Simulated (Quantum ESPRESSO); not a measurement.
Runs of Quantum ESPRESSO 7.5 on Si. Symmetry: Fd-3m, No. 227, cubic system. The conventional cell has a = 5.431 Å, b = 5.431 Å, c = 5.431 Å, α = 90.00°, β = 90.00°, γ = 90.00°. Si (site symmetry -43m) has 4 Si at 2.35 Å as nearest neighbours. 

```tsv
level	potentials or basis	cell	cutoff (eV)	form of the LDA correlation	gap on the mesh (eV)	pressure (GPa)
PBE	SSSP 1.3 efficiency PBE	relaxed to 6 GPa	748	-	0.52	6.0
LDA	PseudoDojo 0.4.1 SR LDA standard	relaxed to 3 GPa	435	PW92	0.42	3.0
PBE	SSSP 1.3 efficiency PBE	relaxed to 12 GPa	748	-	0.42	12.0
PBE	SSSP 1.3 efficiency PBE	relaxed to 0.3 kbar	748	-	0.64	0.0
LDA	PseudoDojo 0.4.1 SR LDA standard	relaxed to 0.3 kbar	435	PW92	0.47	0.0
PBE	SSSP 1.3 efficiency PBE	relaxed to 9 GPa	748	-	0.47	9.0
LDA	PseudoDojo 0.4.1 SR LDA standard	relaxed to 9 GPa	435	PW92	(a)	9.0
LDA	PseudoDojo 0.4.1 SR LDA standard	relaxed to 6 GPa	435	PW92	0.36	6.0
```

Alike in all rows: task relaxation of cell and atoms; no spin polarisation; k mesh 11 × 11 × 11; smearing fixed.

Task: Estimate the missing entries.

Result: (a) 0.32.

Caveats: an odd mesh through Γ misses points on the zone boundary, where band edges often lie.
